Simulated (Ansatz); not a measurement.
**Ni: the order of phases at one pressure**

Aim: bring Ni in several structures (fcc, bcc, hcp, omega, diamond, beta tin) to one pressure and rank them by enthalpy. The pressure is set by scaling the first phase. Methods of the runs shown: LAPW. Companion runs by PAW are cited.

Method: DFT, PBE, all-electron LAPW, scalar-relativistic, in Ansatz 0.2.0.

1 further run of the same task is left out (it didn't finish).

**1. The structure to begin with**

The structure is cubic, space group Fm-3m (No. 225). Conventional cell: a = 2.782 Å, b = 2.782 Å, c = 2.782 Å, α = 90.00°, β = 90.00°, γ = 90.00°. Around Ni (site symmetry m-3m) lie 12 Ni at 1.97 Å.

As a file:

```
CELL_PARAMETERS angstrom
0.00000 1.39113 1.39113
1.39113 0.00000 1.39113
1.39113 1.39113 0.00000
ATOMIC_POSITIONS crystal
Ni 0.00000 0.00000 0.00000
```

**2. Fcc relaxed under pressure, LAPW**

The input, input.yaml:

```yaml
crystal:
  lattice:
    - [0.0, 1.3911265384, 1.3911265384]
    - [1.3911265384, 0.0, 1.3911265384]
    - [1.3911265384, 1.3911265384, 0.0]
  atoms:
    - { symbol: Ni, position: [0.0, 0.0, 0.0], spin: 1.0 }
magnetization:
  spin_polarized: true
kpoints:
  mp_grid: { grid: [24, 24, 24] }
scf:
  occupations: { method: fermi_dirac, width: 0.08 }
hamiltonian:
  xc: pbe
  pseudopotentials: { kind: all_electron, lapw: { basis_error: 0.0005 } }
output:
  forces: true
  stress: true
  eigenvalues: true
relax:
  f_tol: 0.005
  max_steps: 12
  cell: { p_target: 740.0, stress_tol: 0.37 }
```

On the command line:

```sh
$ ansatz run input.yaml --threads 2 --pin off --max-ram 7168MiB --backend cpu --events-out ev --progress --plain --runs-dir out
```

Log, cut to the lines that bear on the results:

```text
[...]
LAPW: plane waves up to 12.655 Å⁻¹, error target 5.0e-4 eV per atom; small_component_spin mean_spin; Ni in spheres of 0.954 Å, 24 of its electrons in bands, Dirac shells []
[...]
Pseudopotentials: kind: all_electron
Pseudopotential: Ni, LAPW, valence charge 24, Koelling and Harmon's equation, gaussian nucleus
Functional definition: PBE
[...]
Crystal: 1 atoms, lattice volume = 5.384 Å³
Basis set: ecut = 610.1602788115542 eV, 169 PW (Γ), exchange–correlation at level 2
Bands: 17, of which v1, the nominal top of the filled ones, is band 12 counted from 1 (11 counted from 0)
Symmetry: 48 space group operations
Space group: Fm-3m (ITA 225), of the structure as read, at distance tolerance 1.8e-5 Å
Magnetic group: BNS 225.116 (UNI 1618), of the structure as read, at distance tolerance 1.8e-5 Å
k-points: 413 of 13824
[...]
Starting moments: Σ|m| = 1 μB on 1 of 1 site
[...]
SCF iter   1: F=—  HF=-41376.164363 eV  |F-HF|=—  |Δ(HF+E_count)|=         —  Δρ=4.66e-2 (↑4.66e-2 ↓4.40e-2)  dr2=3.03e-3  dr2_m=9.87e-2  M=0.542 μB ∫|m|=0.570 μB  β_m=0.30  ethr=1.22e-5  ⟨swp⟩=3.8  Hψ=104514  notcnv=0
[...]
the basis was enlarged: its passes take 611.6 KiB over the memory plan, 2 of 2 planned eigensolver slots
[...]
WARN: the starting moments were not kept: the SCF closed with an absolute magnetisation of 1.7e-6 μB, where they sum to 1 μB in size (1 site). That is at most 0.1 of that sum. Measured as dr2_m measures the in/out step, that magnetisation stands 1.6e-12 eV from none, at or under the [...]
relax step   2: F+E_penalty+E_count = -41376.28821808 eV  Δ(F+E_penalty+E_count) = -3.638e-11 eV  max|allowed force component| = 0.000e0 eV/Å  Δτ_max = 0.0000 Å  P = +740.193 GPa  Ω = 5.384 Å³  stress off target by 1.93e-1 GPa  SCF on the basis re-selected at this cell (its energy is not [...]
SCF converged after 3 iterations
Magnetization: 0.0000 μB (12.0000 up, 12.0000 down)
Absolute magnetization: 0.0000 μB (∫|ρ↑−ρ↓|)
Spin contamination: 0.0000 ħ² per cell (⟨S²⟩ above its minimum at these occupations)
Per-site moments (μB) at R_I (Å): [(1.2892438814304796e-6, 0.9541647443093038)]
Free energy (F): -41376.288218 eV
[...]
E sigma→0 (E₀):  -41376.273916 eV
Entropy (-TS):   -0.028604 eV (-28.604 meV/atom)
Fermi energy:    41.651399 eV
[...]
--- Forces (eV/Å), atoms counted from 1 ---
  atom   1  Ni    -0.00000000     0.00000000    -0.00000000
[...]
--- Stress (GPa, compression-positive) ---
      740.192535       0.000000      -0.000000
        0.000000     740.192535       0.000000
       -0.000000       0.000000     740.192535
  P = ⅓ Tr σ = 740.1925 GPa (7401.925 kbar)
--- Band table (eV; the first three rows and the last of 826) ---
  k-point 0 ↑: bands = ["-795.6205", "-795.6205", "-795.6205", "-64.1465", "-23.1267", "-23.1267", "-23.1267", "27.0561", "36.3610", "36.3610", "36.3610", "39.5010", "39.5010", "69.8713", "80.0445", "80.0445", "80.0445"]
[...]
--- Relaxed structure (1 steps of the walk, 1 accepted, 1 SCFs on fresh bases) ---
  F+E_penalty+E_count = -41376.28821808 eV   max|allowed force component| = 0.000e0 eV/Å   (the final SCF, on the basis selected at the relaxed cell)
  cell:  # Å, volume = 5.3843 Å³
    - [0.0, 1.3911265384, 1.3911265384]
    - [1.3911265384, 0.0, 1.3911265384]
    - [1.3911265384, 1.3911265384, 0.0]
  atoms:
    - { symbol: Ni, position: [0.0, 0.0, 0.0] }
```

It took 83 s on 2 threads of Arm Neoverse V1, shared host; peak memory 0.92 GiB.

Relaxation path:

| step | energy from step 1 (eV/cell) | largest force component (eV/Å) | pressure (GPa) | volume (Å³) |
| --- | --- | --- | --- | --- |
| 1 | 0.0000 | 0.0000 | 740.19 | 5.38 |
| 2 | 0.0000 | 0.0000 | 740.19 | 5.38 |

Step 1 is the start. Step 2 repeats the geometry before on a plane-wave basis chosen anew for that cell, so the energy can jump there without any move; the table keeps such jumps.

| input's cell | before | after | change |
| --- | --- | --- | --- |
| a (Å) | 1.967 | 1.967 | -0.0 % |
| b (Å) | 1.967 | 1.967 | -0.0 % |
| c (Å) | 1.967 | 1.967 | -0.0 % |
| volume (Å³/atom) | 5.38 | 5.38 | -0.0 % |

In short: pressure 740.19 GPa; no gap.

**3. Bcc relaxed under pressure, LAPW**

input.yaml, as its differences from that of step 2:

```diff
@@ -2,5 +2,5 @@
   lattice:
-    - [0.0, 1.3911265384, 1.3911265384]
-    - [1.3911265384, 0.0, 1.3911265384]
-    - [1.3911265384, 1.3911265384, 0.0]
+    - [-1.1043079354, 1.1043079354, 1.1043079354]
+    - [1.1043079354, -1.1043079354, 1.1043079354]
+    - [1.1043079354, 1.1043079354, -1.1043079354]
   atoms:
```

On the command line:

```sh
$ ansatz run input.yaml --threads 2 --pin off --max-ram 7168MiB --backend cpu --events-out ev --progress --plain --runs-dir out
```

Log, cut to the lines that bear on the results:

```text
[...]
LAPW: plane waves up to 13.051 Å⁻¹, error target 5.0e-4 eV per atom; small_component_spin mean_spin; Ni in spheres of 0.928 Å, 24 of its electrons in bands, Dirac shells []
[...]
[... 3 set-up lines as earlier in the session ...]
[...]
Crystal: 1 atoms, lattice volume = 5.387 Å³
Basis set: ecut = 648.9139719154488 eV, 201 PW (Γ), exchange–correlation at level 2
Bands: 17, of which v1, the nominal top of the filled ones, is band 12 counted from 1 (11 counted from 0)
[... 1 set-up line as earlier in the session ...]
Space group: Im-3m (ITA 229), of the structure as read, at distance tolerance 1.8e-5 Å
Magnetic group: BNS 229.140 (UNI 1642), of the structure as read, at distance tolerance 1.8e-5 Å
k-points: 413 of 13824
[...]
Starting moments: Σ|m| = 1 μB on 1 of 1 site
[...]
WARN: the starting moments were not kept: the SCF closed with an absolute magnetisation of 1.3e-7 μB, where they sum to 1 μB in size (1 site). That is at most 0.1 of that sum. Measured as dr2_m measures the in/out step, that magnetisation stands 9.9e-15 eV from none, at or under the [...]
E sigma→0 (E₀):  -41376.169947 eV
Entropy (-TS):   -0.016046 eV (-16.046 meV/atom)
Fermi energy:    41.532207 eV
[...]
--- Forces (eV/Å), atoms counted from 1 ---
  atom   1  Ni     0.00000000     0.00000000    -0.00000000
[...]
--- Stress (GPa, compression-positive) ---
      740.357276       0.000000       0.000000
        0.000000     740.357276       0.000000
        0.000000       0.000000     740.357276
  P = ⅓ Tr σ = 740.3573 GPa (7403.573 kbar)
--- Band table (eV; the first three rows and the last of 826) ---
  k-point 0 ↑: bands = ["-795.5631", "-795.5631", "-795.5631", "-64.1342", "-23.0976", "-23.0976", "-23.0976", "27.0304", "36.2336", "36.2336", "36.2336", "39.7285", "39.7285", "74.1069", "74.1069", "74.1069", "86.1201"]
[...]
--- Relaxed structure (1 steps of the walk, 1 accepted, 1 SCFs on fresh bases) ---
  F+E_penalty+E_count = -41376.17796967 eV   max|allowed force component| = 0.000e0 eV/Å   (the final SCF, on the basis selected at the relaxed cell)
  cell:  # Å, volume = 5.3868 Å³
    - [-1.1043079354, 1.1043079354, 1.1043079354]
    - [1.1043079354, -1.1043079354, 1.1043079354]
    - [1.1043079354, 1.1043079354, -1.1043079354]
  atoms:
    - { symbol: Ni, position: [0.0, 0.0, 0.0] }
```

It took 82 s on 2 threads of Arm Neoverse V1, shared host; peak memory 0.96 GiB.

Step by step:

| step | energy from step 1 (eV/cell) | largest force component (eV/Å) | pressure (GPa) | volume (Å³) |
| --- | --- | --- | --- | --- |
| 1 | 0.0000 | 0.0000 | 740.36 | 5.39 |
| 2 | 0.0000 | 0.0000 | 740.36 | 5.39 |

Step 1 is the start. Step 2 repeats the geometry before on a plane-wave basis chosen anew for that cell, so the energy can jump there without any move; the table keeps such jumps.

| input's cell | before | after | change |
| --- | --- | --- | --- |
| a (Å) | 1.913 | 1.913 | +0.0 % |
| b (Å) | 1.913 | 1.913 | +0.0 % |
| c (Å) | 1.913 | 1.913 | +0.0 % |
| volume (Å³/atom) | 5.39 | 5.39 | +0.0 % |

Read from it: pressure 740.36 GPa; no gap.

**4. Hcp relaxed under pressure, LAPW**

The input, input.yaml:

```yaml
crystal:
  lattice:
    - [1.9622698842, 0.0, 0.0]
    - [-0.9811349421, 1.6993755688, 0.0]
    - [0.0, 0.0, 3.2325680065]
  atoms:
    - { symbol: Ni, position: [0.3333333333, 0.6666666667, 0.25], spin: 1.0 }
    - { symbol: Ni, position: [0.6666666667, 0.3333333333, 0.75], spin: 1.0 }
magnetization:
  spin_polarized: true
kpoints:
  mp_grid: { grid: [22, 22, 12] }
scf:
  occupations: { method: fermi_dirac, width: 0.08 }
hamiltonian:
  xc: pbe
  pseudopotentials: { kind: all_electron, lapw: { basis_error: 0.0005 } }
output:
  forces: true
  stress: true
  eigenvalues: true
relax:
  f_tol: 0.005
  max_steps: 12
  cell: { p_target: 740.0, stress_tol: 0.37 }
```

On the command line:

```sh
$ ansatz run input.yaml --threads 2 --pin off --max-ram 7168MiB --backend cpu --events-out ev --progress --plain --runs-dir out
```

Log, cut to the lines that bear on the results:

```text
[...]
LAPW: plane waves up to 12.691 Å⁻¹, error target 5.0e-4 eV per atom; small_component_spin mean_spin; Ni in spheres of 0.952 Å, 24 of its electrons in bands, Dirac shells []
[...]
[... 3 set-up lines as earlier in the session ...]
[...]
Crystal: 2 atoms, lattice volume = 10.779 Å³
Basis set: ecut = 613.630475730636 eV, 373 PW (Γ), exchange–correlation at level 2
Bands: 30, of which v1, the nominal top of the filled ones, is band 24 counted from 1 (23 counted from 0)
Symmetry: 24 space group operations
Space group: P63/mmc (ITA 194), of the structure as read, at distance tolerance 2.2e-5 Å
Magnetic group: BNS 194.263 (UNI 1493), of the structure as read, at distance tolerance 2.2e-5 Å
k-points: 364 of 5808
[...]
Starting moments: Σ|m| = 2 μB on 2 of 2 sites
[...]
Fermi energy:    41.586804 eV
[...]
--- Forces (eV/Å), atoms counted from 1 ---
  atom   1  Ni    -0.00000000     0.00000000     0.00000000
  atom   2  Ni     0.00000000    -0.00000000    -0.00000000
[...]
--- Stress (GPa, compression-positive) ---
      739.973616       0.000000      -0.000000
        0.000000     739.973616       0.000000
       -0.000000       0.000000     739.759218
  P = ⅓ Tr σ = 739.9022 GPa (7399.022 kbar)
--- Band table (eV; the first three rows and the last of 728) ---
[...]
--- Relaxed structure (2 steps of the walk, 2 accepted, 1 SCFs on fresh bases) ---
  F+E_penalty+E_count = -82752.49379051 eV   max|allowed force component| = 7.864e-17 eV/Å   (the final SCF, on the basis selected at the relaxed cell)
  cell:  # Å, volume = 10.7808 Å³
    - [1.9624347275477718, 0.0, 0.0]
    - [-0.9812173637738859, 1.6995183273251637, 0.0]
    - [0.0, 0.0, 3.232438841976393]
  atoms:
    - { symbol: Ni, position: [0.3333333333333333, 0.6666666666666666, 0.25] }
    - { symbol: Ni, position: [0.6666666666666666, 0.3333333333333333, 0.75] }
```

It took 5.4 min on 2 threads of Arm Neoverse V1, shared host; peak memory 1.8 GiB.

The steps of the relaxation:

| step | energy from step 1 (eV/cell) | largest force component (eV/Å) | pressure (GPa) | volume (Å³) |
| --- | --- | --- | --- | --- |
| 1 | 0.0000 | 0.0000 | 740.25 | 10.78 |
| 2 | -0.0064 | 0.0000 | 739.90 | 10.78 |
| 3 | -0.0064 | 0.0000 | 739.90 | 10.78 |

Step 1 is the start. Step 3 repeats the geometry before on a plane-wave basis chosen anew for that cell, so the energy can jump there without any move; the table keeps such jumps.

| input's cell | before | after | change |
| --- | --- | --- | --- |
| a (Å) | 1.962 | 1.962 | +0.0 % |
| b (Å) | 1.962 | 1.962 | +0.0 % |
| c (Å) | 3.233 | 3.232 | -0.0 % |
| volume (Å³/atom) | 5.39 | 5.39 | +0.0 % |

Read from it: pressure 739.90 GPa; no gap; spin moments Ni1 0.15 μB.

(Part 1 of 2 ends here.)
